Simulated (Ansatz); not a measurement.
## Ta4N5 (I4/m), random displacements

Level of theory: DFT PBEsol, scalar-relativistic, plane waves, PAW in Ansatz. Settings: plane waves to 420 eV, k-mesh 12×12×12 (Γ-centred), Gaussian smearing 0.15 eV. Spin–orbit coupling is left out, which can shift energies with elements as heavy as these. No spin polarisation. Energies are free energies at this smearing, counted from the undisturbed cell; pressure is positive in compression.

Zero of the scan (relaxed at this level; it needn't be the usual structure):

```
CELL_PARAMETERS angstrom
-3.41280 3.41280 2.12689
3.41280 -3.41280 2.12689
3.41280 3.41280 -2.12689
ATOMIC_POSITIONS crystal
Ta 0.78438 0.60487 0.38926
Ta 0.39513 0.78438 0.17951
Ta 0.60487 0.21562 0.82049
Ta 0.21562 0.39513 0.61074
N 0.50000 0.50000 0.00000
N 0.90817 0.30592 0.21409
N 0.69408 0.90817 0.60226
N 0.30592 0.09183 0.39774
N 0.09183 0.69408 0.78591
```

After a displacement of all atoms with no net shift and a strain of the cell, the run gives ΔE = 551.9 meV/atom; stress (xx, yy, zz, yz, xz, xy; compression positive) (81.50, 22.13, -1.81, 1.05, 3.75, -28.24) GPa.

```csv
atom,Fx (eV/Å),Fy,Fz
Ta1,5.523,0.984,-2.606
Ta2,-0.240,-1.289,-1.376
Ta3,-8.654,7.475,0.291
Ta4,9.237,-4.409,0.115
N5,8.063,-3.862,-0.216
N6,-5.176,1.408,0.286
N7,-3.365,0.554,1.056
N8,-5.744,-0.576,2.630
N9,0.356,-0.284,-0.181
```

Task: Which displacements (Å, in the unstrained cell) and strain were applied?

Result:
```tsv
atom	ux	uy	uz
Ta1	-0.15	-0.08	0.02
Ta2	0.06	0.12	0.07
Ta3	0.09	-0.19	0.08
Ta4	-0.22	0.02	0.02
N5	-0.09	-0.01	0.04
N6	0.13	0.00	0.02
N7	0.14	-0.02	-0.08
N8	0.06	0.10	-0.17
N9	-0.02	0.06	0.02
```
Strain (Voigt, engineering shear): (-0.0551, 0.0167, 0.0169, 0.0114, -0.0079, 0.0295).

Cost: 1 run of about 5.6 core-minutes, on Arm Neoverse V2 (shared hosts).